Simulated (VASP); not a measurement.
Os:

```
CELL_PARAMETERS angstrom
2.73410 0.00000 0.00000
-1.36705 2.36780 0.00000
0.00000 0.00000 4.31970
ATOMIC_POSITIONS crystal
Os 0.66667 0.33333 0.75000
Os 0.33333 0.66667 0.25000
```

| Item | Value |
| --- | --- |
| Program | VASP 6.6.1 |
| Task | relaxation of cell and atoms |
| Functional | optB86b-vdW |
| Potentials or basis | VASP PAW PBE potentials, release 64 (Os) |
| Cutoff | 600 eV |
| k mesh | 11 × 11 × 6 |
| Occupations | fermi-dirac, width 0.05 eV |
| Spin | no spin polarisation |

At the start: pressure 6.0 GPa; volume 13.98 Å³/atom.

**Question.** How do energy, volume and symmetry change on relaxing?

**Answer.** Over 6 steps the energy falls by 3.6 meV/atom and the volume is 14.18 Å³/atom (+1.4 %); space group P6_3/mmc (No. 194, to 0.05 Å).

The path:
```
step  energy change (eV)  largest force (eV/Å)  pressure (GPa)  volume (Å³)
   1              0.0000                0.0000            6.04        27.96
   2              0.1249                0.0000          -22.12        30.15
   3             -0.0073                0.0000           -0.16        28.37
   4             -0.0073                0.0000            0.00        28.36
   5             -0.0073                0.0000           -0.01        28.36
   6             -0.0073                0.0000           -0.01        28.36
```

Final structure:
```xyz
2
Lattice="2.7471 0.0000 0.0000 -1.3735 2.3790 0.0000 0.0000 0.0000 4.3393" Properties=species:S:1:pos:R:3 pbc="T T T"
Os    1.3735    0.7930    3.2544
Os    0.0000    1.5860    1.0848
```

Caveat: the PAW data sets were made with another functional, which shifts forces and pressure a little.
